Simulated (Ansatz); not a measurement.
Wanted: the native input for an Ansatz 0.2.0 run.

* Task: single point
* Functional: PBE
* Potentials or basis: all-electron LAPW, scalar-relativistic
* Cutoff: 244 eV (chosen from the basis error)
* Basis error allowed: 0.003 eV/atom
* k mesh: 6 × 6 × 6
* Occupations: fermi-dirac, width 0.02 eV
* Spin: no spin polarisation

The system is ZnS.

```xyz
2
Lattice="0.0000 2.7020 2.7020 2.7020 0.0000 2.7020 2.7020 2.7020 0.0000" Properties=species:S:1:pos:R:3 pbc="T T T"
Zn    4.0530    4.0530    4.0530
S     0.0000    0.0000    0.0000
```

These files were run (other wordings do the same):

input.yaml

```yaml
crystal:
  lattice:
    - [0.0, 2.702, 2.702]
    - [2.702, 0.0, 2.702]
    - [2.702, 2.702, 0.0]
  atoms:
    - { symbol: Zn, position: [0.75, 0.75, 0.75] }
    - { symbol: S, position: [0.0, 0.0, 0.0] }
kpoints:
  mp_grid: { grid: [6, 6, 6] }
scf:
  occupations: { method: fermi_dirac, width: 0.02 }
hamiltonian:
  xc: pbe
  pseudopotentials: { kind: all_electron, lapw: { basis_error: 0.003 } }
output:
  forces: true
  stress: true
  eigenvalues: true
```

Potentials or basis: all-electron LAPW, scalar-relativistic.

Launch:

```console
$ ansatz run input.yaml --threads 1 --pin off --max-ram 3072MiB --backend cpu --events-out ev --progress --plain --runs-dir out
```

It gave:

| Property | Result |
| --- | --- |
| Pressure | 1.6 GPa |
| Band gap on the k mesh | 2.11 eV, direct |

Run time: 5 s on 1 thread of Arm Neoverse V1, with other jobs on the host, peak memory 0.22 GiB.
